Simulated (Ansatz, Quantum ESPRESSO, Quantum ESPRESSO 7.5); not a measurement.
**Evanescent states of BeSe, zinc blende type, lattice constant set to 5.254 Å**

Aim: how fast states decay in the gap of BeSe, zinc blende type, lattice constant set to 5.254 Å.

Program: Quantum ESPRESSO 7.5. Level of theory: plane-wave DFT, LDA, GBRV ultrasoft pseudopotentials (cross-check by Ansatz 0.2.0 with PAW datasets). Results are calculated unless marked as measured.

Most raw output is cut from this account.

The structure was built from a prototype and need not be the compound's stable phase.

## Step 1: The starting structure

It takes space group F-43m (No. 216, cubic). Conventional cell: a = 5.254 Å, b = 5.254 Å, c = 5.254 Å, α = 90.00°, β = 90.00°, γ = 90.00°. Nearest to Be lie 4 Se at 2.28 Å. Se has 4 Be at 2.28 Å nearest. Farther neighbours and most contacts between anions are not listed.

## Step 2: Ground state

pwcond needs a cell whose third axis lies along the current and stands perpendicular to the other two.

File scf.in:

```
&control
  prefix = 'scf'
  outdir = './out'
  pseudo_dir = './pseudo'
  calculation = 'scf'
  tprnfor = .true.
/
&system
  ibrav = 0
  nat = 4
  ntyp = 2
  ecutwfc = 40
  ecutrho = 200
  occupations = 'fixed'
  nbnd = 14
/
&electrons
  conv_thr = 1e-09
  mixing_beta = 0.6
  electron_maxstep = 120
/
ATOMIC_SPECIES
  Be  9.0122  be_lda_v1.4.uspp.F.UPF
  Se  78.9710  se_lda_v1.uspp.F.UPF
CELL_PARAMETERS angstrom
  3.71513902835412 0.00000000000000 0.00000000000000
  0.00000000000000 3.71513902835412 0.00000000000000
  0.00000000000000 0.00000000000000 5.25400000000000
ATOMIC_POSITIONS crystal
  Be  0.000000000000 0.000000000000 0.000000000000
  Se  0.500000000000 0.000000000000 0.250000000000
  Be  0.500000000000 0.500000000000 0.500000000000
  Se  0.000000000000 0.500000000000 0.750000000000
K_POINTS automatic
  6 6 6 0 0 0
```

Command:

```sh
$ OMP_NUM_THREADS=1 mpirun -n 2 pw.x -nk 2 -in scf.in > scf.out
```

The job ended after 9.7 s (2 MPI ranks of Intel Xeon Platinum 8488C (Sapphire Rapids), shared host; peak memory 0.21 GiB).

Read from the output:

* free energy: -1940.0842 eV
* valence top, on the run's zero: 4.484 eV
* conduction bottom, on the run's zero: 7.072 eV
* gap by band count: 2.588 eV

The program's own clock; routines nest. Time by routine:

| routine | wall time (s) | calls |
| --- | --- | --- |
| PWSCF | 8.93 | 1 |
| electrons | 7.46 | 1 |
| c_bands | 6.08 | 9 |
| cegterg | 4.93 | 180 |
| h_psi | 3.83 | 1030 |
| vloc_psi | 3 | 1030 |
| fftw | 2.95 | 19320 |
| init_run | 1.18 | 1 |
| sum_band | 1.08 | 9 |
| calbec | 0.58 | 1290 |
| h_psi:calbec | 0.43 | 1030 |
| wfcinit | 0.38 | 1 |
| potinit | 0.36 | 1 |
| hinit0 | 0.36 | 1 |

The run needed 8 iterations to bring the estimated error under 1e-09 Ry.

## Step 3: Complex bands with pwcond.x

ikind = 0 solves one period of the crystal for all kz, real and complex, at each energy and k across. ewind and epsproj trim the two-dimensional plane-wave basis; nz1 sets the subslabs.

File cbs.in:

```
&inputcond
  outdir = './out'
  prefixl = 'scf'
  band_file = 'cbs'
  ikind = 0
  ewind = 4.0
  epsproj = 1e-05
  nz1 = 7
  energy0 = 4.93
  denergy = -0.17
/
4
  0.00000000 0.00000000 1.00000000
  0.50000000 0.00000000 1.00000000
  0.50000000 0.50000000 1.00000000
  0.25000000 0.00000000 1.00000000
42
```

Command:

```sh
$ OMP_NUM_THREADS=1 mpirun -n 2 pwcond.x -in cbs.in > cbs.out
```

Elapsed: 2.2 min, on 2 MPI ranks; peak memory 0.15 GiB; 4.3 min of CPU time.

Read from the output:

| Quantity | Value |
| --- | --- |
| peak of the smallest κ at the zone centre | 0.226 Å⁻¹ |
| energy of the peak at the zone centre | 1.87 eV |
| peak of the smallest κ at (1/2, 0) | 0.316 Å⁻¹ |
| peak of the smallest κ at (1/4, 0) | 0.312 Å⁻¹ |

K across = (0, 0) in the cell's reciprocal vectors; values within 0.0025 1/Å of each other count once, columns are sorted by size at each energy, a dash where no further value was kept. Im kz of the slowest decaying states against energy, zero at the highest filled level of the SCF mesh:

| energy (eV) | decay 1 (Å⁻¹) | decay 2 (Å⁻¹) | decay 3 (Å⁻¹) |
| --- | --- | --- | --- |
| -2.04 | 0.879 | 1.66 | 1.79 |
| -1.70 | 0.847 | 1.59 | 1.77 |
| -1.36 | 0.815 | 1.53 | 1.75 |
| -1.02 | 0.782 | 1.48 | 1.72 |
| -0.68 | 0.748 | 1.42 | 1.7 |
| -0.34 | 0.712 | 1.36 | 1.68 |
| 0.00 | 0.01 | 0.674 | - |
| 0.34 | 0.134 | 0.2 | 0.633 |
| 0.68 | 0.178 | 0.266 | 0.59 |
| 1.02 | 0.204 | 0.307 | 0.541 |
| 1.36 | 0.219 | 0.333 | 0.486 |
| 1.53 | 0.223 | 0.342 | 0.455 |
| 1.87 | 0.226 | 0.353 | 0.383 |
| 2.21 | 0.221 | 0.285 | 0.357 |
| 2.55 | 0.094 | 0.209 | 0.354 |
| 2.89 | 0.188 | 0.345 | 0.643 |
| 3.23 | 0.154 | 0.33 | 0.535 |
| 3.57 | 0.09 | 0.308 | 0.415 |
| 3.91 | 0.267 | 0.277 | 1.35 |
| 4.25 | 0.235 | 1.32 | 1.51 |
| 4.59 | 0.109 | 0.173 | 1.29 |
| 4.93 | 0.04 | 1.26 | 1.44 |

K across = (0, 0) in the cell's reciprocal vectors. Re kz of states that move upwards against energy, zero at the highest filled level of the SCF mesh:

| energy (eV) | channel 1 (Å⁻¹) | channel 2 (Å⁻¹) | channel 3 (Å⁻¹) |
| --- | --- | --- | --- |
| -2.04 | -0.459 | 0.387 | 0.387 |
| -1.87 | -0.430 | 0.463 | 0.463 |
| -1.53 | -0.372 | 0.589 | 0.590 |
| -1.36 | -0.550 | -0.550 | -0.343 |
| -1.02 | -0.443 | -0.443 | -0.283 |
| -0.85 | -0.391 | -0.391 | -0.252 |
| -0.68 | -0.339 | -0.339 | -0.220 |
| -0.34 | -0.225 | -0.225 | -0.148 |
| -0.17 | -0.154 | -0.154 | -0.101 |
| 0.00 | - | - | - |
| 0.17 | - | - | - |
| 0.34 | - | - | - |
| 0.68 | - | - | - |
| 0.85 | - | - | - |
| 1.02 | - | - | - |
| 1.36 | - | - | - |
| 1.53 | - | - | - |
| 1.87 | - | - | - |
| 2.04 | - | - | - |
| 2.21 | - | - | - |
| 2.55 | - | - | - |
| 2.72 | 0.177 | - | - |
| 3.06 | 0.351 | - | - |
| 3.23 | 0.420 | - | - |
| 3.57 | 0.551 | - | - |
| 3.74 | -0.580 | 0.0378 | - |
| 3.91 | -0.512 | 0.113 | - |
| 4.25 | -0.347 | 0.136 | 0.225 |
| 4.42 | 0.246 | - | - |
| 4.76 | 0.376 | - | - |
| 4.93 | -0.103 | 0.178 | 0.427 |

K across = (1/2, 0) in the cell's reciprocal vectors; values within 0.0025 1/Å of each other count once, columns are sorted by size at each energy, a dash where no further value was kept. The Im kz of the slowest decaying states by energy, zero at the highest filled level of the SCF mesh:

| energy (eV) | decay 1 (Å⁻¹) | decay 2 (Å⁻¹) | decay 3 (Å⁻¹) |
| --- | --- | --- | --- |
| -2.04 | 0.858 | 1.42 | 2.27 |
| -1.87 | 0.81 | 1.40 | 2.26 |
| -1.70 | 0.754 | 1.38 | 2.26 |
| -1.53 | 0.685 | 1.36 | 2.25 |
| -1.36 | 0.593 | 1.35 | 2.25 |
| -1.02 | 1.31 | 2.23 | 2.29 |
| -0.85 | 0.107 | 0.424 | 1.29 |
| -0.68 | 0.155 | 0.541 | 1.27 |
| -0.51 | 0.189 | 0.603 | 1.25 |
| -0.34 | 0.215 | 0.643 | 1.24 |
| -0.17 | 0.236 | 0.671 | 1.22 |
| 0.00 | 0.253 | 0.69 | 1.20 |
| 0.17 | 0.268 | 0.704 | 1.18 |
| 0.34 | 0.28 | 0.714 | 1.16 |
| 0.68 | 0.298 | 0.725 | 1.11 |
| 0.85 | 0.305 | 0.727 | 1.09 |
| 1.02 | 0.309 | 0.727 | 1.07 |
| 1.19 | 0.313 | 0.725 | 1.05 |
| 1.36 | 0.315 | 0.722 | 1.03 |
| 1.53 | 0.316 | 0.718 | 1.00 |
| 1.70 | 0.315 | 0.712 | 0.982 |
| 1.87 | 0.313 | 0.706 | 0.959 |
| 2.04 | 0.31 | 0.698 | 0.935 |
| 2.21 | 0.305 | 0.69 | 0.91 |
| 2.55 | 0.291 | 0.67 | 0.859 |
| 2.72 | 0.281 | 0.658 | 0.833 |
| 2.89 | 0.269 | 0.646 | 0.806 |
| 3.06 | 0.254 | 0.633 | 0.778 |
| 3.23 | 0.237 | 0.619 | 0.748 |
| 3.40 | 0.216 | 0.603 | 0.718 |
| 3.57 | 0.189 | 0.587 | 0.685 |
| 3.74 | 0.154 | 0.57 | 0.651 |
| 3.91 | 0.101 | 0.551 | 0.615 |
| 4.25 | 0.509 | 0.531 | 1.84 |
| 4.42 | 0.481 | 0.486 | 1.82 |
| 4.59 | 0.42 | 0.461 | 1.80 |
| 4.76 | 0.335 | 0.433 | 1.78 |
| 4.93 | 0.154 | 0.402 | 1.77 |

K across = (1/2, 1/2) in the cell's reciprocal vectors; values within 0.0025 1/Å of each other count once, columns are sorted by size at each energy, a dash where no further value was kept. Table of Im kz of the slowest decaying states by energy, zero at the highest filled level of the SCF mesh:

| energy (eV) | decay 1 (Å⁻¹) | decay 2 (Å⁻¹) | decay 3 (Å⁻¹) |
| --- | --- | --- | --- |
| -2.04 | 0.243 | 0.249 | 2.08 |
| -1.87 | 0.28 | 2.07 | - |
| -1.53 | 0.322 | 0.333 | 2.05 |
| -1.36 | 0.334 | 0.353 | 2.04 |
| -1.02 | 0.351 | 0.383 | 2.02 |
| -0.85 | 0.355 | 0.394 | 2.01 |
| -0.68 | 0.358 | 0.403 | 2.00 |
| -0.34 | 0.358 | 0.416 | 1.98 |
| -0.17 | 0.355 | 0.42 | 1.97 |
| 0.00 | 0.352 | 0.423 | 1.96 |
| 0.17 | 0.347 | 0.424 | 1.94 |
| 0.34 | 0.34 | 0.425 | 1.93 |
| 0.68 | 0.324 | 0.423 | 1.91 |
| 0.85 | 0.314 | 0.42 | 1.9 |
| 1.02 | 0.303 | 0.416 | 1.89 |
| 1.36 | 0.275 | 0.406 | 1.87 |
| 1.53 | 0.258 | 0.399 | 1.85 |
| 1.87 | 0.217 | 0.383 | 1.83 |
| 2.04 | 0.192 | 0.374 | 1.82 |
| 2.21 | 0.161 | 0.363 | 1.81 |
| 2.55 | 0.052 | 0.338 | 1.78 |
| 2.72 | 0.323 | 1.77 | 1.89 |
| 3.06 | 0.289 | 1.75 | 1.86 |
| 3.23 | 0.268 | 1.74 | 1.85 |
| 3.57 | 0.219 | 1.71 | 1.83 |
| 3.74 | 0.187 | 1.70 | 1.81 |
| 3.91 | 0.148 | 1.68 | 1.8 |
| 4.25 | 1.66 | 1.77 | 1.92 |
| 4.42 | 1.65 | 1.76 | 1.91 |
| 4.76 | 1.62 | 1.73 | 1.88 |
| 4.93 | 1.60 | 1.72 | 1.87 |

K across = (1/4, 0) in the cell's reciprocal vectors; values within 0.0025 1/Å of each other count once, columns are sorted by size at each energy, a dash where no further value was kept. Table of Im kz of the slowest decaying states by energy, zero at the highest filled level of the SCF mesh:

| energy (eV) | decay 1 (Å⁻¹) | decay 2 (Å⁻¹) | decay 3 (Å⁻¹) |
| --- | --- | --- | --- |
| -2.04 | 0.088 | 1.15 | 1.46 |
| -1.70 | 0.117 | 1.11 | 1.43 |
| -1.36 | 0.103 | 1.07 | 1.40 |
| -1.02 | 1.03 | 1.37 | 1.60 |
| -0.68 | 0.994 | 1.33 | 1.57 |
| -0.34 | 0.141 | 0.953 | 1.30 |
| 0.00 | 0.21 | 0.22 | 0.912 |
| 0.34 | 0.251 | 0.331 | 0.869 |
| 0.68 | 0.279 | 0.399 | 0.824 |
| 1.02 | 0.297 | 0.446 | 0.778 |
| 1.36 | 0.307 | 0.48 | 0.729 |
| 1.53 | 0.31 | 0.493 | 0.703 |
| 1.87 | 0.311 | 0.514 | 0.649 |
| 2.21 | 0.307 | 0.528 | 0.589 |
| 2.55 | 0.296 | 0.521 | 0.536 |
| 2.89 | 0.278 | 0.442 | 0.538 |
| 3.23 | 0.251 | 0.339 | 0.533 |
| 3.57 | 0.172 | 0.212 | 0.522 |
| 3.91 | 0.148 | 0.5 | 0.784 |
| 4.25 | 0.464 | 0.743 | 0.951 |
| 4.59 | 0.08 | 0.41 | 0.706 |
| 4.93 | 0.107 | 0.146 | 0.327 |

The program's own clock; routines nest. Time by routine:

| routine | wall time (s) | calls |
| --- | --- | --- |
| PWCOND | 129.4 | 1 |
| scatter_forw | 85.61 | 168 |
| compbs | 41.84 | 168 |
| compbs_2 | 39.59 | 168 |
| local | 1.25 | 4 |
| init | 0.67 | 1 |
| poten | 0.08 | 1 |

## Step 4: Complex bands with pwcond.x, with ewind = 2.0 and epsproj = 0.001

A sensitivity test on the input.

cbs.w.in is the input of step 3 with these lines changed:

```diff
@@ -3,6 +3,6 @@
   prefixl = 'scf'
-  band_file = 'cbs'
+  band_file = 'cbs.w'
   ikind = 0
-  ewind = 4.0
-  epsproj = 1e-05
+  ewind = 2.0
+  epsproj = 0.001
   nz1 = 7
```

Command:

```sh
$ OMP_NUM_THREADS=1 mpirun -n 2 pwcond.x -in cbs.w.in > cbs.w.out
```

It took 43 s on 2 MPI ranks; peak memory 0.13 GiB; 86 s of CPU time.

The changed values were drawn from a wide range, not chosen for quality; the comparison shows what they did here together.

Beside the run it was changed from:

| quantity | this run | unchanged run | difference |
| --- | --- | --- | --- |
| peak of the smallest κ at the zone centre (Å⁻¹) | 0.227 | 0.226 | 0.0010 |
| peak of the smallest κ at (1/2, 0) (Å⁻¹) | 0.316 | 0.316 | 0 |
| wall time (s) | 43 | 130 |  |

The physical values in this table move by up to 0.44 %.

## Step 5: Complex bands with pwcond.x, with kind = 1

One more run, with a changed input.

cbs.bad.in is the input of step 3 with these lines changed:

```diff
@@ -3,3 +3,3 @@
   prefixl = 'scf'
-  band_file = 'cbs'
+  band_file = 'cbs.bad'
   ikind = 0
@@ -8,2 +8,3 @@
   nz1 = 7
+  kind = 1
   energy0 = 4.93
```

Command:

```sh
$ OMP_NUM_THREADS=1 mpirun -n 2 pwcond.x -in cbs.bad.in > cbs.bad.out
```

The job ended after 0.67 s (2 MPI ranks; peak memory 0.09 GiB).

The input was rejected at the start.

A key was misspelt on purpose.

The message: “do_cond (5010): reading inputcond namelist”. The namelist reader stops at a key that the namelist doesn't hold; the line has to be put right or, where the proper key already stands in the input, deleted.

## Step 6: The same in Ansatz

A second code with its own PAW datasets, on the same atoms.

Level of this step: plane-wave DFT, LDA, Ansatz PAW (Ansatz 0.2.0).

File input.yaml:

```yaml
crystal:
  lattice:
    - [3.7151390284, 0.0, 0.0]
    - [0.0, 3.7151390284, 0.0]
    - [0.0, 0.0, 5.254]
  atoms:
    - { symbol: Be, position: [0.0, 0.0, 0.0] }
    - { symbol: Se, position: [0.5, 0.0, 0.25] }
    - { symbol: Be, position: [0.5, 0.5, 0.5] }
    - { symbol: Se, position: [0.0, 0.5, 0.75] }
kpoints:
  mp_grid: { grid: [6, 6, 6] }
hamiltonian:
  xc: lda
scf:
  occupations: { method: fixed }
  convergence: { dr2_threshold: 1.0e-09 }
output:
  transmission:
    leads: [[0, 0]]
    kpoints: [[0, 0], [0.5, 0], [0.5, 0.5], [0.25, 0]]
    e_range: [-2.04, 4.93]
    de: 0.17
```

Command:

```sh
$ ansatz run input.yaml --threads 2 --pin off --max-ram 4096MiB --backend cpu --events-out ev --progress --plain --runs-dir out
```

The job ended after 11 s (2 threads; peak memory 0.46 GiB; 21 s of CPU time).

This step gave:

```
free energy                                      : -10946.1084 eV
gap by band count                                : 2.600 eV
symmetry operations                              : 16
slowest decay at the grid energy nearest mid-gap : 0.2184 Å⁻¹
peak of the smallest κ at the zone centre        : 0.2255 Å⁻¹
peak of the smallest κ at (1/2, 0)               : 0.3158 Å⁻¹
peak of the smallest κ at (1/4, 0)               : 0.3116 Å⁻¹
valence top, on the run's zero                   : 5.932 eV
```

K across = (0, 0) in the cell's reciprocal vectors; values within 0.0025 1/Å of each other count once, columns are sorted by size at each energy, a dash where no further value was kept. The Im kz of the slowest decaying states by energy, zero at the highest filled level of the SCF mesh:

| energy (eV) | decay 1 (Å⁻¹) | decay 2 (Å⁻¹) | decay 3 (Å⁻¹) |
| --- | --- | --- | --- |
| -2.04 | 0.880 | - | - |
| -1.87 | 0.865 | - | - |
| -1.53 | 0.833 | - | - |
| -1.36 | 0.817 | - | - |
| -1.02 | 0.784 | 1.47 | - |
| -0.85 | 0.767 | 1.44 | - |
| -0.68 | 0.749 | 1.41 | - |
| -0.34 | 0.713 | 1.35 | - |
| -0.17 | 0.695 | 1.32 | - |
| 0.00 | 0.00279 | 0.676 | 1.29 |
| 0.17 | 0.0970 | 0.146 | 0.656 |
| 0.34 | 0.133 | 0.200 | 0.635 |
| 0.68 | 0.177 | 0.267 | 0.592 |
| 0.85 | 0.192 | 0.289 | 0.568 |
| 1.02 | 0.203 | 0.307 | 0.543 |
| 1.36 | 0.218 | 0.333 | 0.489 |
| 1.53 | 0.223 | 0.342 | 0.458 |
| 1.87 | 0.225 | 0.354 | 0.386 |
| 2.04 | 0.224 | 0.342 | 0.357 |
| 2.21 | 0.221 | 0.289 | 0.358 |
| 2.55 | 0.106 | 0.209 | 0.355 |
| 2.72 | 0.200 | 0.351 | 0.693 |
| 3.06 | 0.173 | 0.339 | 0.591 |
| 3.23 | 0.153 | 0.331 | 0.536 |
| 3.57 | 0.0891 | 0.309 | 0.416 |
| 3.74 | 0.295 | 0.347 | 1.36 |
| 3.91 | 0.268 | 0.278 | 1.35 |
| 4.25 | 0.236 | 1.32 | - |
| 4.42 | 0.0782 | 0.209 | 1.31 |
| 4.76 | 0.108 | 0.130 | 1.28 |
| 4.93 | 0.0473 | 1.26 | 1.44 |

K across = (0, 0) in the cell's reciprocal vectors. Re kz of states that move upwards against energy, zero at the highest filled level of the SCF mesh:

| energy (eV) | channel 1 (Å⁻¹) | channel 2 (Å⁻¹) | channel 3 (Å⁻¹) |
| --- | --- | --- | --- |
| -2.04 | -0.460 | 0.385 | 0.385 |
| -1.87 | -0.431 | 0.461 | 0.461 |
| -1.53 | -0.372 | 0.588 | 0.588 |
| -1.36 | -0.551 | -0.551 | -0.343 |
| -1.02 | -0.444 | -0.444 | -0.284 |
| -0.85 | -0.392 | -0.392 | -0.253 |
| -0.68 | -0.340 | -0.340 | -0.221 |
| -0.34 | -0.226 | -0.226 | -0.148 |
| -0.17 | -0.155 | -0.155 | -0.102 |
| 0.00 | - | - | - |
| 0.17 | - | - | - |
| 0.34 | - | - | - |
| 0.68 | - | - | - |
| 0.85 | - | - | - |
| 1.02 | - | - | - |
| 1.36 | - | - | - |
| 1.53 | - | - | - |
| 1.87 | - | - | - |
| 2.04 | - | - | - |
| 2.21 | - | - | - |
| 2.55 | - | - | - |
| 2.72 | 0.169 | - | - |
| 3.06 | 0.346 | - | - |
| 3.23 | 0.416 | - | - |
| 3.57 | 0.547 | - | - |
| 3.74 | -0.583 | 0.0406 | - |
| 3.91 | -0.515 | 0.114 | - |
| 4.25 | -0.352 | 0.133 | 0.224 |
| 4.42 | 0.244 | - | - |
| 4.76 | 0.375 | - | - |
| 4.93 | -0.135 | 0.164 | 0.426 |

K across = (1/2, 0) in the cell's reciprocal vectors; values within 0.0025 1/Å of each other count once, columns are sorted by size at each energy, a dash where no further value was kept. Table of Im kz of the slowest decaying states by energy, zero at the highest filled level of the SCF mesh:

| energy (eV) | decay 1 (Å⁻¹) | decay 2 (Å⁻¹) | decay 3 (Å⁻¹) |
| --- | --- | --- | --- |
| -2.04 | 0.859 | 1.42 | - |
| -1.87 | 0.811 | 1.40 | - |
| -1.70 | 0.755 | 1.38 | - |
| -1.53 | 0.687 | 1.37 | - |
| -1.36 | 0.595 | 1.35 | - |
| -1.02 | 1.31 | - | - |
| -0.85 | 0.106 | 0.423 | 1.29 |
| -0.68 | 0.155 | 0.541 | 1.27 |
| -0.51 | 0.188 | 0.604 | 1.25 |
| -0.34 | 0.215 | 0.644 | 1.24 |
| -0.17 | 0.236 | 0.671 | 1.22 |
| 0.00 | 0.253 | 0.691 | 1.20 |
| 0.17 | 0.268 | 0.705 | 1.18 |
| 0.34 | 0.280 | 0.715 | 1.16 |
| 0.68 | 0.298 | 0.726 | 1.11 |
| 0.85 | 0.304 | 0.728 | 1.09 |
| 1.02 | 0.309 | 0.728 | 1.07 |
| 1.19 | 0.313 | 0.726 | 1.05 |
| 1.36 | 0.315 | 0.723 | 1.03 |
| 1.53 | 0.316 | 0.719 | 1.01 |
| 1.70 | 0.315 | 0.713 | 0.983 |
| 1.87 | 0.313 | 0.707 | 0.959 |
| 2.04 | 0.310 | 0.699 | 0.935 |
| 2.21 | 0.305 | 0.691 | 0.911 |
| 2.55 | 0.291 | 0.671 | 0.860 |
| 2.72 | 0.281 | 0.660 | 0.834 |
| 2.89 | 0.269 | 0.647 | 0.807 |
| 3.06 | 0.254 | 0.634 | 0.779 |
| 3.23 | 0.237 | 0.620 | 0.749 |
| 3.40 | 0.216 | 0.605 | 0.719 |
| 3.57 | 0.189 | 0.588 | 0.687 |
| 3.74 | 0.154 | 0.571 | 0.653 |
| 3.91 | 0.101 | 0.552 | 0.616 |
| 4.25 | 0.511 | 0.533 | - |
| 4.42 | 0.483 | 0.487 | - |
| 4.59 | 0.423 | 0.462 | - |
| 4.76 | 0.340 | 0.435 | - |
| 4.93 | 0.151 | 0.404 | - |

K across = (1/2, 1/2) in the cell's reciprocal vectors; values within 0.0025 1/Å of each other count once, columns are sorted by size at each energy, a dash where no further value was kept. The Im kz of the slowest decaying states by energy, zero at the highest filled level of the SCF mesh:

| energy (eV) | decay 1 (Å⁻¹) | decay 2 (Å⁻¹) |
| --- | --- | --- |
| -2.04 | 0.241 | 0.248 |
| -1.70 | 0.304 | 0.309 |
| -1.36 | 0.335 | 0.352 |
| -1.02 | 0.351 | 0.382 |
| -0.68 | 0.358 | 0.402 |
| -0.34 | 0.358 | 0.415 |
| 0.00 | 0.352 | 0.423 |
| 0.34 | 0.341 | 0.425 |
| 0.68 | 0.325 | 0.423 |
| 1.02 | 0.304 | 0.416 |
| 1.36 | 0.276 | 0.406 |
| 1.53 | 0.260 | 0.400 |
| 1.87 | 0.219 | 0.384 |
| 2.21 | 0.164 | 0.363 |
| 2.55 | 0.0594 | 0.338 |
| 2.89 | 0.307 | - |
| 3.23 | 0.269 | - |
| 3.57 | 0.220 | - |
| 3.91 | 0.149 | - |
| 4.25 | - | - |
| 4.59 | - | - |
| 4.93 | - | - |

K across = (1/4, 0) in the cell's reciprocal vectors; values within 0.0025 1/Å of each other count once, columns are sorted by size at each energy, a dash where no further value was kept. The Im kz of the slowest decaying states by energy, zero at the highest filled level of the SCF mesh:

| energy (eV) | decay 1 (Å⁻¹) | decay 2 (Å⁻¹) | decay 3 (Å⁻¹) |
| --- | --- | --- | --- |
| -2.04 | 0.0165 | 0.0874 | 1.15 |
| -1.70 | 0.118 | 1.11 | 1.43 |
| -1.36 | 0.104 | 1.07 | 1.40 |
| -1.02 | 1.03 | 1.37 | - |
| -0.68 | 0.995 | 1.34 | - |
| -0.34 | 0.140 | 0.955 | 1.30 |
| 0.00 | 0.210 | 0.220 | 0.913 |
| 0.34 | 0.251 | 0.331 | 0.870 |
| 0.68 | 0.279 | 0.399 | 0.826 |
| 1.02 | 0.297 | 0.446 | 0.779 |
| 1.36 | 0.307 | 0.480 | 0.730 |
| 1.53 | 0.310 | 0.494 | 0.705 |
| 1.87 | 0.311 | 0.514 | 0.650 |
| 2.21 | 0.307 | 0.528 | 0.591 |
| 2.55 | 0.296 | 0.523 | 0.536 |
| 2.89 | 0.278 | 0.444 | 0.539 |
| 3.23 | 0.251 | 0.342 | 0.534 |
| 3.57 | 0.178 | 0.212 | 0.523 |
| 3.91 | 0.148 | 0.501 | 0.785 |
| 4.25 | 0.466 | 0.744 | 0.951 |
| 4.59 | 0.0782 | 0.411 | 0.707 |
| 4.93 | 0.107 | 0.146 | 0.329 |

## Step 7: A check by hand

T falls as exp(−2κd). With κ = 0.216 1/Å, 10 Å of barrier pass exp(−2 × 0.216 × 10) = 0.013 of that channel, interfaces aside.

## Step 8: Results

```json
{
  "gap on the SCF mesh": "2.59 eV",
  "smallest κ at mid-gap among the four k points, at the zone centre": "0.216 Å⁻¹",
  "peak of the smallest κ in the stop band at the zone centre": "0.226 Å⁻¹",
  "peak of the smallest κ in the stop band at (1/2, 0)": "0.316 Å⁻¹",
  "peak of the smallest κ in the stop band at (1/4, 0)": "0.312 Å⁻¹",
  "energy of the peak at the zone centre, over the highest filled level": "1.87 eV",
  "peak at the zone centre by Ansatz": "0.225 Å⁻¹"
}
```

With a gap of 2.59 eV on the mesh, the smallest κ at mid-gap among the four k points, at the zone centre is 0.216 Å⁻¹ (LDA, GBRV ultrasoft). For a barrier with the Fermi level at mid-gap the slowest state found, at the zone centre, loses a factor of ten in probability every 5.3 Å or so. Stop bands away from the zone centre are mostly wider than the gap, so their peaks can lie above the conduction bottom. At the zone centre pwcond's peak is 0.226 and Ansatz's 0.225 1/Å, 0 % apart. The cell is the a/√2 one, turned by 45°, with two primitive cells, so X along [001] folds onto kz = 0. A semilocal gap is too small, often by a third to a half and by more in narrow-gap crystals, so real barriers decay faster. Spin-orbit coupling is left out; depending on the atoms that carry the levels of interest, it can split and shift them by tens to hundreds of meV.

[Logs are printed without paths, hosts, clocks, repeated set-up lines and the standing remarks that a program may print on its own settings, such as how far it seeks lower states.]

[Hosts, paths, dates, database ids (printed as entryN), source tags and the programs' standing remarks are cut or masked in the printed files.]

[Maps of the electrostatic potential energy from Ansatz leave out the sawtooth potential of an applied field or a dipole correction, so their vacuum need not be flat; planar profiles and work functions include it.]
